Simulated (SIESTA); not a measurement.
Crystal: PtSe2 (Sudovikovite).

```
CELL_PARAMETERS angstrom
3.72400 0.00000 0.00000
-1.86200 3.22508 0.00000
0.00000 0.00000 5.06200
ATOMIC_POSITIONS crystal
Pt 0.00000 0.00000 0.00000
Se 0.66667 0.33333 0.75000
Se 0.33333 0.66667 0.25000
```

```yaml
Program: SIESTA 5.4.2
Task: relaxation of cell and atoms
Functional: PBE
Potentials_or_basis: PseudoDojo 0.4 standard (PBE files)
Basis: SZ (energy shift 0.002 Ry)
Grid_cutoff: 800 Ry
Energy_shift: 0.002 Ry
k_mesh: 8 × 8 × 5
Occupations: fermi-dirac, width 0.05 eV
Spin: no spin polarisation
```

At the start: pressure 23.3 GPa; volume 20.27 Å³/atom.

Question: Where does the relaxation end?

Answer: Over 16 steps the energy falls by 235.4 meV/atom and the volume is 23.15 Å³/atom (+14.2 %); space group P-3m1 (No. 164, to 0.05 Å).

Step by step:
```
step  energy change (eV)  largest force (eV/Å)  pressure (GPa)  volume (Å³)
   1              0.0000                2.6307           23.32        60.80
   2             -0.3816                1.3843           15.19        62.14
   3             -0.6136                0.2267            5.38        64.34
   4             -0.4448                1.5539           -1.66        66.92
   5             -0.6149                0.3992            4.38        64.62
   6             -0.7007                0.0700            0.97        68.04
   7             -0.6854                0.1624           -1.32        71.58
   8             -0.7052                0.0204            0.05        69.28
   9             -0.6819                0.4468           -2.61        70.67
  10             -0.7054                0.0206           -0.19        69.40
  11             -0.7057                0.0117           -0.12        69.40
  12             -0.7061                0.0020           -0.01        69.40
  13             -0.7063                0.0232            0.18        69.39
  14             -0.7063                0.0198            0.15        69.40
  15             -0.7048                0.1061           -0.42        69.68
  16             -0.7062                0.0023            0.04        69.45
```

Final structure:
```cif
data_structure
_symmetry_space_group_name_H-M 'P 1'
_symmetry_Int_Tables_number 1
_cell_length_a 3.8923
_cell_length_b 3.8923
_cell_length_c 5.2938
_cell_angle_alpha 89.997
_cell_angle_beta 90.003
_cell_angle_gamma 120.011
_cell_volume 69.45
loop_
_atom_site_label
_atom_site_type_symbol
_atom_site_fract_x
_atom_site_fract_y
_atom_site_fract_z
_atom_site_occupancy
Pt1 Pt 0.00000 0.00000 0.00000 1
Se1 Se 0.66667 0.33333 0.73691 1
Se2 Se 0.33333 0.66667 0.26309 1
```

Caveat: the basis has no polarisation orbitals; short orbitals over semicore shells can move pressures by several GPa; the volume moved by +14 % from the deposited cell, more than functionals usually miss; the basis of atomic orbitals isn't converged, which shifts pressures, moduli and gaps.
